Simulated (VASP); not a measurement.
## PbS: single point with PBE

PbS, a slab with vacuum:

```
Pb S
1.0
     2.93849    2.89802    0.00000
     2.93849   -2.89802    0.00000
     1.07931    0.00000  -11.70130
Pb S
2 2
Direct
  0.79201 0.78707 0.35412
  0.21056 0.21572 0.64888
  0.26563 0.27115 0.39847
  0.71777 0.71079 0.58213
```

```
Program                : VASP 6.6.1
Task                   : single point
Functional             : PBE
Potentials or basis    : VASP PAW PBE potentials, release 64 (Pb_d, S)
Cutoff                 : 520 eV
k mesh                 : 4 × 4 × 2
Occupations            : fermi-dirac, width 0.05 eV
Spin                   : no spin polarisation
Dipole correction      : no
Further INCAR settings : ALGO = Normal; EDIFF = 1e-06; NBANDS = 28
```

The largest force is 1.356 eV/Å and the band gap on the k mesh is 1.06 eV, indirect (least direct gap 1.07 eV).

Forces in eV/Å, atoms in the order of the input:
```
Pb   0.009 -0.027 -0.068
Pb   0.022  0.011  1.355
S   -0.166  0.083 -0.536
S    0.135 -0.067 -0.751
```

Levels at points of the mesh, in eV from the valence-band top:
| k point | band 18 | band 19 | band 20 | band 21 | band 22 | band 23 |
| --- | --- | --- | --- | --- | --- | --- |
| (0.00, 0.00, 0.00) | -1.20 | -1.11 | 0.00 | 1.19 | 2.67 | 4.71 |
| (0.50, 0.00, 0.00) | -0.80 | -0.70 | -0.21 | 1.84 | 2.34 | 2.99 |
| (0.00, 0.50, 0.00) | -0.77 | -0.71 | -0.23 | 1.83 | 2.37 | 3.01 |
| (0.50, 0.50, 0.00) | -2.70 | -1.53 | -1.34 | 3.09 | 3.40 | 3.57 |
| (0.00, 0.00, 0.50) | -1.20 | -1.11 | -0.01 | 1.06 | 3.37 | 4.15 |
| (0.50, 0.00, 0.50) | -0.80 | -0.70 | -0.21 | 1.83 | 2.34 | 2.95 |
| (0.00, 0.50, 0.50) | -0.77 | -0.71 | -0.23 | 1.82 | 2.37 | 2.97 |
| (0.50, 0.50, 0.50) | -2.70 | -1.53 | -1.34 | 3.08 | 3.42 | 3.58 |

Run time: 120 s on 1 thread of Intel(R) Xeon(R) Platinum 8559C (Emerald Rapids) (shared host), peak memory 0.32 GiB.

Caveat: spin-orbit coupling is left out, which as a rule narrows the gap of such compounds by several tenths of an eV.
